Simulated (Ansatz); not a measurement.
V2O5: 17O NMR of the central transition

Cell: a computed structure from the Materials Project (it need not be an observed phase), taken as it stands.

```cif
data_structure
_symmetry_space_group_name_H-M 'P 1'
_symmetry_Int_Tables_number 1
_cell_length_a 6.2899
_cell_length_b 6.5972
_cell_length_c 7.3638
_cell_angle_alpha 77.366
_cell_angle_beta 80.016
_cell_angle_gamma 75.914
_cell_volume 286.86
loop_
_atom_site_label
_atom_site_type_symbol
_atom_site_fract_x
_atom_site_fract_y
_atom_site_fract_z
_atom_site_occupancy
V1 V 0.16376 0.71565 0.56259 1
V2 V 0.83624 0.28435 0.43741 1
V3 V 0.68020 0.83633 0.39296 1
V4 V 0.31980 0.16367 0.60704 1
O5 O 0.97507 0.83128 0.39260 1
O6 O 0.02493 0.16872 0.60740 1
O7 O 0.38068 0.87377 0.53684 1
O8 O 0.61932 0.12623 0.46316 1
O9 O 0.02365 0.70234 0.76815 1
O10 O 0.97635 0.29766 0.23185 1
O11 O 0.64058 0.88184 0.17767 1
O12 O 0.35942 0.11817 0.82233 1
O13 O 0.28586 0.45316 0.52552 1
O14 O 0.71413 0.54684 0.47448 1
```

Sites (sets of like atoms) are named by element and the number of their first atom in this list.

Level of theory: DFT, PBE, plane waves and PAW, scalar-relativistic, 420 eV cutoff, Γ-centred 4×4×4 k-points, Fermi–Dirac smearing 0.02 eV (Ansatz 0.2.0).

17O has I = 5/2 and Q = -25.58 mb (Pyykkö 2018); at 14.1 T its Larmor frequency is ν₀ = 81.4 MHz. Only the quadrupole interaction is simulated: positions count from each site's isotropic chemical shift, and J coupling is left out, as are shift anisotropy and dipolar coupling, which fast spinning averages.

Simulated pattern of one O site (fast magic-angle spinning, Gaussian broadening 0.1 kHz):

```csv
offset (kHz),height
-2.381,0
-2.319,1
-2.258,5
-2.196,8
-2.134,9
-2.073,9
-2.011,9
-1.949,9
-1.888,10
-1.826,10
-1.764,12
-1.703,21
-1.641,33
-1.579,38
-1.518,41
-1.456,45
-1.394,52
-1.333,68
-1.271,96
-1.209,95
-1.148,79
-1.086,72
-1.024,68
-0.963,67
-0.901,68
-0.839,70
-0.778,73
-0.716,82
-0.654,97
-0.593,100
-0.531,83
-0.469,71
-0.408,63
-0.346,58
-0.284,54
-0.223,51
-0.161,41
-0.100,18
-0.038,2
0.024,0
```

(1) Which |C_Q| and η does the pattern imply?

Answers

(1) The pattern spans 2.15 kHz before broadening and its centre of gravity is at -0.929 kHz, which fixes P_Q; the places of the horns and steps fix η. That gives P_Q = 3.55 MHz, |C_Q| = 3.46 MHz and η = 0.39, the values that the calculation gives site O7 (3 V at 1.87–2.02 Å). The other sites have |C_Q| = 2.28, 0.938, 0.840, 2.64 MHz. The sign of C_Q can't be read from the pattern.

At O7 V_zz stands upright on the plane through its three neighbours (within 9°).

At this cell the principal stresses reach 5 GPa in size with PBE, which can matter for small gradients. The largest force is 1.4 eV/Å, so the atoms aren't at the calculated equilibrium and relaxing them would move these values.

The run took 80 s of wall time (80 s of CPU time) and 0.79 GiB at its peak, on 1 thread of Arm Neoverse V1 (aarch64; 8 cores open to the job, memory cap 2.5 GiB, no GPU), a shared host with a load of 0.5 a core.
